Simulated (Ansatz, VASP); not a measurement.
# InSb (InSb(110)) in two plane-wave programs

One calculation is typed for both programs; each brings its own data sets and cutoff. How far apart do they land? The structure shown is the end of the VASP relaxation below.

Calculated with Ansatz 0.2.0; plane waves, with VASP 6.6.1 beside it; single point at PBE and band structure at PBE.

### Step 1. The structure

The cell holds 18 atoms: 9 In and 9 Sb. Cell: a = 4.707 Å, b = 6.656 Å, c = 34.826 Å, α = 90.0°, β = 90.0°, γ = 90.0°. It derives from InSb. As first built, before any earlier steps moved the atoms (in the runner's words): 9 layers, cut at this functional's lattice. Vacuum lies along c.

### Step 2. VASP: relaxation, PBE

This run makes the geometry at which the two programs are then compared.

Lines of VASP's logs that name or quote its potential files are left out, and so is its time.

INCAR

```
SYSTEM = InSb
PREC = Normal
ENCUT = 320
EDIFF = 1E-05
NELM = 120
ISMEAR = 0
SIGMA = 0.03
LREAL = Auto
ALGO = Fast
GGA = PE
NBANDS = 54
LORBIT = 11
LWAVE = .FALSE.
LCHARG = .FALSE.
KPAR = 2
NCORE = 2
IBRION = 2
NSW = 60
ISIF = 2
EDIFFG = -0.03
POTIM = 0.4
MAXMIX = 40
IDIPOL = 3
LDIPOL = .TRUE.
DIPOL = 0.5 0.5 0.5
```

POSCAR

```
InSb
1.0
    4.7066070515      0.0000000000      0.0000000000
    0.0000000000      6.6561475250      0.0000000000
    0.0000000000      0.0000000000     34.8264282060
In Sb
9 9
Direct
    0.0000000000      0.0000000000      0.2297106100
    0.5000000000      0.5000000000      0.2972829600
    0.0000000000      0.0000000000      0.3648553000
    0.5000000000      0.5000000000      0.4324276500
    0.0000000000      0.0000000000      0.5000000000
    0.5000000000      0.5000000000      0.5675723500
    0.0000000000      0.0000000000      0.6351447000
    0.5000000000      0.5000000000      0.7027170400
    0.0000000000      0.0000000000      0.7702893900
    0.0000000000      0.7500000000      0.2972829600
    0.5000000000      0.2500000000      0.2297106100
    0.0000000000      0.7500000000      0.4324276500
    0.5000000000      0.2500000000      0.3648553000
    0.0000000000      0.7500000000      0.5675723500
    0.5000000000      0.2500000000      0.5000000000
    0.0000000000      0.7500000000      0.7027170400
    0.5000000000      0.2500000000      0.6351447000
    0.5000000000      0.2500000000      0.7702893900
```

KPOINTS

```
Automatic mesh
0
Gamma
5 4 1
0 0 0
```

The projector-augmented-wave data sets are In and Sb (PBE family, release 64).

On the command line:

```
> mpirun -np 4 vasp_std
```

Numbers of over 12 decimals in the logs are rounded to 6 here.

The log of the run:

```text
[banner, memory and clock lines left out]
running    4 mpi-ranks, on    1 nodes
 distrk:  each k-point on    2 cores,    2 groups
 distr:  one band on    2 cores,    1 groups

 POSCAR found type information on POSCAR InSb
 POSCAR found :  2 types and      18 ions
 LDA part: xc-table for (Slater+PW92), standard interpolation
 POSCAR, INCAR and KPOINTS ok, starting setup
 FFT: planning ... GRIDC
 FFT: planning ... GRID_SOFT
 FFT: planning ... GRID
 WAVECAR not read
 entering main loop
       N       E                     dE             d eps       ncg     rms          rms(c)
DAV:   1     0.277205610021E+03    0.27721E+03   -0.16128E+04   980   0.645E+02
DAV:   2    -0.296302028812E+02   -0.30684E+03   -0.29661E+03  1236   0.130E+02
DAV:   3    -0.600313524318E+02   -0.30401E+02   -0.29963E+02  1208   0.427E+01
DAV:   4    -0.612018379633E+02   -0.11705E+01   -0.11661E+01  1304   0.956E+00
DAV:   5    -0.612480615271E+02   -0.46224E-01   -0.46209E-01  1344   0.212E+00    0.114E+01
RMM:   6    -0.600514575312E+02    0.11966E+01   -0.12473E+00   972   0.222E+00    0.655E+00
RMM:   7    -0.598085306277E+02    0.24293E+00   -0.19492E+00   979   0.271E+00    0.116E+00
RMM:   8    -0.597755024783E+02    0.33028E-01   -0.19585E-01   977   0.130E+00    0.606E-01
RMM:   9    -0.597778842436E+02   -0.23818E-02   -0.40040E-02  1028   0.637E-01    0.439E-01
RMM:  10    -0.597795560461E+02   -0.16718E-02   -0.10305E-02  1048   0.298E-01    0.217E-01
RMM:  11    -0.597804316641E+02   -0.87562E-03   -0.52301E-03   977   0.205E-01    0.953E-02
RMM:  12    -0.597804585148E+02   -0.26851E-04   -0.10834E-03  1052   0.983E-02    0.570E-02
RMM:  13    -0.597807064935E+02   -0.24798E-03   -0.33719E-04   985   0.528E-02    0.253E-02
RMM:  14    -0.597808795484E+02   -0.17305E-03   -0.17435E-04   965   0.340E-02    0.187E-02
RMM:  15    -0.597810472001E+02   -0.16765E-03   -0.80246E-05   875   0.204E-02    0.869E-03
RMM:  16    -0.597810958331E+02   -0.48633E-04   -0.21254E-05   696   0.113E-02    0.632E-03
RMM:  17    -0.597811357781E+02   -0.39945E-04   -0.27512E-05   695   0.115E-02    0.357E-03
RMM:  18    -0.597811473291E+02   -0.11551E-04   -0.50635E-06   657   0.547E-03    0.403E-03
RMM:  19    -0.597811681706E+02   -0.20841E-04   -0.13877E-06   477   0.338E-03    0.169E-03
RMM:  20    -0.597811887672E+02   -0.20597E-04   -0.23874E-06   620   0.366E-03    0.130E-03
RMM:  21    -0.597812023386E+02   -0.13571E-04   -0.38234E-07   357   0.199E-03    0.544E-04
RMM:  22    -0.597812081350E+02   -0.57964E-05   -0.20647E-07   330   0.201E-03
   1 F= -.59781208E+02 E0= -.59781204E+02  d E =-.597812E+02
[... from here on, the cycles between the ionic steps are left out ...]
   2 F= -.59960159E+02 E0= -.59960159E+02  d E =-.178951E+00
   9 F= -.60916787E+02 E0= -.60916787E+02  d E =-.763695E-01
  10 F= -.60920568E+02 E0= -.60920567E+02  d E =-.801499E-01
  11 F= -.60935108E+02 E0= -.60935108E+02  d E =-.145409E-01
  12 F= -.60942208E+02 E0= -.60942208E+02  d E =-.216406E-01
  13 F= -.60950996E+02 E0= -.60950996E+02  d E =-.878819E-02
  14 F= -.60953300E+02 E0= -.60953300E+02  d E =-.110923E-01
  15 F= -.60959621E+02 E0= -.60959621E+02  d E =-.632064E-02
  16 F= -.60960080E+02 E0= -.60960080E+02  d E =-.677979E-02
  17 F= -.60962565E+02 E0= -.60962565E+02  d E =-.248451E-02
  18 F= -.60962623E+02 E0= -.60962623E+02  d E =-.254322E-02
 curvature:  -4.08 expect dE=-0.300E-02 dE for cont linesearch -0.612E-05
 trial: gam= 0.67736 g(F)=  0.735E-03 g(S)=  0.000E+00 ort = 0.537E-04 (trialstep = 0.409E+01)
 search vector abs. value=  0.169E-02
 bond charge predicted
       N       E                     dE             d eps       ncg     rms          rms(c)
DAV:   1    -0.609639685923E+02   -0.13477E-02   -0.18169E-01   984   0.123E+00    0.110E-01
RMM:   2    -0.609647887393E+02   -0.82015E-03   -0.91643E-03   972   0.250E-01    0.121E-01
RMM:   3    -0.609646740815E+02    0.11466E-03   -0.14446E-03   976   0.112E-01    0.384E-02
RMM:   4    -0.609648810010E+02   -0.20692E-03   -0.38052E-04  1045   0.558E-02    0.265E-02
RMM:   5    -0.609648798860E+02    0.11149E-05   -0.64888E-05   895   0.255E-02
  19 F= -.60964880E+02 E0= -.60964880E+02  d E =-.225642E-02
 trial-energy change:   -0.002256  1 .order   -0.002226   -0.003155   -0.001297
 step:   6.9451(harm=  6.9451)  dis= 0.01525  next Energy=   -60.965303 (dE=-0.268E-02)
 reached required accuracy - stopping structural energy minimisation
```

OUTCAR, selected parts (step 2):

```text
ion  position               nearest neighbor table
   1  0.000  0.000  0.230-  11 2.88  11 2.88  10 2.88
   2  0.500  0.500  0.297-  13 2.88  10 2.88  10 2.88  11 2.88
   3  0.000  0.000  0.365-  10 2.88  13 2.88  13 2.88  12 2.88
   4  0.500  0.500  0.432-  12 2.88  12 2.88  15 2.88  13 2.88
   5  0.000  0.000  0.500-  15 2.88  15 2.88  12 2.88  14 2.88
   6  0.500  0.500  0.568-  14 2.88  14 2.88  17 2.88  15 2.88
   7  0.000  0.000  0.635-  16 2.88  17 2.88  17 2.88  14 2.88
   8  0.500  0.500  0.703-  17 2.88  16 2.88  16 2.88  18 2.88
   9  0.000  0.000  0.770-  18 2.88  18 2.88  16 2.88
  10  0.000  0.750  0.297-   3 2.88   2 2.88   2 2.88   1 2.88
  11  0.500  0.250  0.230-   1 2.88   1 2.88   2 2.88
  12  0.000  0.750  0.432-   4 2.88   4 2.88   5 2.88   3 2.88
  13  0.500  0.250  0.365-   2 2.88   3 2.88   3 2.88   4 2.88
  14  0.000  0.750  0.568-   6 2.88   6 2.88   7 2.88   5 2.88
  15  0.500  0.250  0.500-   5 2.88   5 2.88   6 2.88   4 2.88
  16  0.000  0.750  0.703-   7 2.88   8 2.88   8 2.88   9 2.88
  17  0.500  0.250  0.635-   8 2.88   7 2.88   7 2.88   6 2.88
  18  0.500  0.250  0.770-   9 2.88   9 2.88   8 2.88

  LATTYP: Found a simple orthorhombic cell.
 ALAT       =     4.7066070515
 B/A-ratio  =     1.4142135624
 C/A-ratio  =     7.3994764859

 Subroutine GETGRP returns: Found  4 space group operations
 (whereof  4 operations were pure point group operations)

The static configuration has the point symmetry C_2v.

 Found      9 irreducible k-points:

   k-points           NKPTS =      9   k-points in BZ     NKDIM =      9   number of bands    NBANDS=     54

   dimension x,y,z NGX =    24 NGY =   30 NGZ =  160
   dimension x,y,z NGXF=    48 NGYF=   60 NGZF=  320

   ENCUT  =  320.0 eV  23.52 Ry    4.85 a.u.   6.86  9.71 50.80*2*pi/ulx,y,z

   NELECT =      72.0000    total number of electrons

 k-points in reciprocal lattice and weights: Automatic mesh
   0.00000000  0.00000000  0.00000000       0.050
   0.20000000  0.00000000  0.00000000       0.100
   0.40000000  0.00000000  0.00000000       0.100
   0.00000000  0.25000000  0.00000000       0.100
   0.20000000  0.25000000  0.00000000       0.200
   0.40000000  0.25000000  0.00000000       0.200
   0.00000000  0.50000000  0.00000000       0.050
   0.20000000  0.50000000  0.00000000       0.100
   0.40000000  0.50000000  0.00000000       0.100

 dipolmoment           0.000000      0.000000      0.000000 electrons x Angstroem

 average (electrostatic) potential at core
       1 -42.4365       2 -42.2140       3 -42.2146       4 -42.2199       5 -42.2124
       6 -42.2199       7 -42.2146       8 -42.2140       9 -42.4365      10 -91.9505
      11 -91.7483      12 -91.9215      13 -91.9208      14 -91.9215      15 -91.9149
      16 -91.9505      17 -91.9208      18 -91.7483

 E-fermi :   0.3938

 k-point     1 :       0.0000    0.0000    0.0000
  band No.  band energies     occupation
    ...
     32       0.0202      2.00000
     33       0.0364      2.00000
     34       0.0698      2.00000
     35       0.1985      2.00000
     36       0.2987      1.99999
     37       0.4889      0.00001
     38       1.2026      0.00000
     39       1.4838      0.00000
     40       1.5898      0.00000
     41       1.6987      0.00000
    ...

 k-point     2 :       0.2000    0.0000    0.0000
  band No.  band energies     occupation
    ...
     32      -0.7491      2.00000
     33      -0.5074      2.00000
     34      -0.4900      2.00000
     35      -0.3074      2.00000
     36      -0.0494      2.00000
     37       1.5235      0.00000
     38       1.8220      0.00000
     39       1.8700      0.00000
     40       2.1653      0.00000
     41       2.1961      0.00000
    ...

 k-point     3 :       0.4000    0.0000    0.0000
  band No.  band energies     occupation
    ...
     32      -1.0769      2.00000
     33      -1.0527      2.00000
     34      -0.8200      2.00000
     35      -0.6285      2.00000
     36      -0.3955      2.00000
     37       1.2597      0.00000
     38       1.3079      0.00000
     39       1.7076      0.00000
     40       1.7817      0.00000
     41       2.0077      0.00000
    ...

  Total       -1.8310191     -1.5571814     -0.8446112      0.0000000      0.0000000      0.0000000
  in kB       -2.6888318     -2.2867042     -1.2403025      0.0000000      0.0000000      0.0000000
  external PRESSURE =      -2.0719462 kB  Pullay stress =       0.0000000 kB

  energy-cutoff  :      320.00
  volume of cell :     1091.04
      direct lattice vectors                 reciprocal lattice vectors
     4.706607051  0.000000000  0.000000000     0.212467280  0.000000000  0.000000000
     0.000000000  6.656147525  0.000000000     0.000000000  0.150237055  0.000000000
     0.000000000  0.000000000 34.826428206     0.000000000  0.000000000  0.028713826

 POSITION                                       TOTAL-FORCE (eV/Angst)
 -----------------------------------------------------------------------------------
      0.00000      0.39325      8.55512        -0.000000      0.006924      0.002646
      2.35330      3.20155     10.22209        -0.000000     -0.011733      0.017988
      0.00000      6.59454     12.72127        -0.000000     -0.013368     -0.009724
      2.35330      3.27059     15.02078        -0.000000      0.000351      0.023459
      0.00000      6.62587     17.41321        -0.000000     -0.008557      0.000000
      2.35330      3.27059     19.80565        -0.000000      0.000351     -0.023459
      0.00000      6.59454     22.10516        -0.000000     -0.013368      0.009724
      2.35330      3.20155     24.60434        -0.000000     -0.011733     -0.017988
      0.00000      0.39325     26.27131        -0.000000      0.006924     -0.002646
      0.00000      4.87119     10.38549        -0.000000      0.020346      0.020100
      2.35330      1.77581      7.70625         0.000000      0.010942      0.004029
      0.00000      4.93882     15.06680         0.000000     -0.016355      0.017578
      2.35330      1.60683     12.65624         0.000000      0.021164      0.003390
      4.70661      4.93882     19.75963         0.000000     -0.016355     -0.017578
      2.35330      1.63832     17.41321        -0.000000     -0.027987      0.000000
      0.00000      4.87119     24.44094        -0.000000      0.020346     -0.020100
      2.35330      1.60683     22.17019         0.000000      0.021164     -0.003390
      2.35330      1.77581     27.12018         0.000000      0.010942     -0.004029
 -----------------------------------------------------------------------------------
    total drift:                               -0.000000     -0.043881      0.000002

  FREE ENERGIE OF THE ION-ELECTRON SYSTEM (eV)
  ---------------------------------------------------
  free  energy   TOTEN  =       -60.9648798860 eV

  energy  without entropy=      -60.9648798123  energy(sigma->0) =      -60.96487985

 reached required accuracy - stopping structural energy minimisation

 vacuum level on the upper side and lower side of the slab         4.790         4.790

 total charge
# of ion       s       p       d       tot
------------------------------------------
    1        1.297   1.050   0.098   2.444
    2        1.225   1.208   0.128   2.561
    3        1.229   1.221   0.127   2.577
    4        1.228   1.210   0.126   2.564
    5        1.229   1.214   0.127   2.569
    6        1.228   1.210   0.126   2.564
    7        1.229   1.221   0.127   2.577
    8        1.225   1.208   0.128   2.561
    9        1.297   1.050   0.098   2.444
   10        1.147   1.294   0.016   2.456
   11        1.190   1.221   0.014   2.425
   12        1.145   1.294   0.015   2.455
   13        1.147   1.289   0.015   2.450
   14        1.145   1.294   0.015   2.455
   15        1.146   1.290   0.015   2.451
   16        1.147   1.294   0.016   2.456
   17        1.147   1.289   0.015   2.450
   18        1.190   1.221   0.014   2.425
--------------------------------------------------
tot         21.591  22.074   1.221  44.886

[... 3 further parts left out ...]
```

The gap is read on the k-mesh alone, so it is an upper bound where the band edges lie off the mesh. The data set In keeps the semicore shell frozen, which is cheaper and a little less accurate. The run keeps the 4 symmetry operations of its start, so it cannot find a distortion of lower symmetry.

(Continued in part 2 of 3.)

[Lines on the potential files, build, host, timing and source positions are cut from VASP's logs without a mark.]

[Logs are printed without paths, hosts, clocks, repeated set-up lines and the standing remarks that a program may print on its own settings, such as how far it seeks lower states.]

[Hosts, paths, dates, database ids (printed as entryN), source tags and the programs' standing remarks are cut or masked in the printed files.]
